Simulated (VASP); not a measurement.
A run of VASP 6.6.1:

Contents of INCAR:

```
SYSTEM = Co
PREC     = Accurate       ! precision mode
ENCUT    = 400            ! plane-wave cutoff, eV
EDIFF    = 1E-7           ! SCF threshold, eV
ISMEAR   = 1              ! smearing method
SIGMA    = 0.1            ! smearing width, eV
LREAL    = .FALSE.        ! projectors in reciprocal space
LASPH    = .TRUE.         ! aspherical terms in the spheres
NELM     = 120            ! most SCF steps
ALGO     = Normal         ! electronic algorithm
ISIF     = 2              ! what is computed and relaxed
LWAVE    = .FALSE.        ! write WAVECAR
LCHARG   = .FALSE.        ! write CHGCAR
ISPIN    = 2              ! spin polarisation
MAGMOM   = 2 2 2 2 2 2 2 2 2 2 ! initial moments
LORBIT   = 11             ! projections on sites
LMAXMIX  = 4              ! l up to which the mixer works
GGA      = PE             ! functional
IBRION   = 2              ! ionic algorithm
NSW      = 60             ! ionic steps
EDIFFG   = -0.01          ! ionic threshold
KPAR     = 4
```

File KPOINTS:

```
Automatic mesh
0
G
  13 8 1
  0 0 0
```

POSCAR

```
Co
1.0
    2.4898908000      0.0000000000      0.0000000000
    0.0000000000      4.0240811400      0.0000000000
    0.0000000000      0.0000000000     21.3440043036
Co
10
Direct
    0.0000000000      0.0000000000      0.2811093886
    0.5000000000      0.5000000000      0.3147848673
    0.5000000000      0.0000000000      0.3821358246
    0.0000000000      0.5000000000      0.4158113033
    0.0000000000      0.0000000000      0.4831622607
    0.5000000000      0.5000000000      0.5168377393
    0.5000000000      0.0000000000      0.5841886967
    0.0000000000      0.5000000000      0.6178641754
    0.0000000000      0.0000000000      0.6852151327
    0.5000000000      0.5000000000      0.7188906114
```

Potentials or basis: VASP PAW PBE potentials, release 64 (Co).

Launch:

```sh
$ cat potpaw_PBE.64/Co/POTCAR > POTCAR
$ mpirun -np 4 vasp_std > vasp.out
```

Hardware: 4 MPI ranks on Intel(R) Xeon(R) Platinum 8259CL CPU @ 2.50GHz (Skylake/Cascade Lake), with other jobs on the host.

Question: How long does it take, and how much memory?

Answer: Wall time 49 min on 4 MPI ranks on Intel(R) Xeon(R) Platinum 8259CL CPU @ 2.50GHz (Skylake/Cascade Lake) (shared host), peak memory 0.58 GiB a rank. Counts: scf iterations 293, k points 35, ion steps 13.
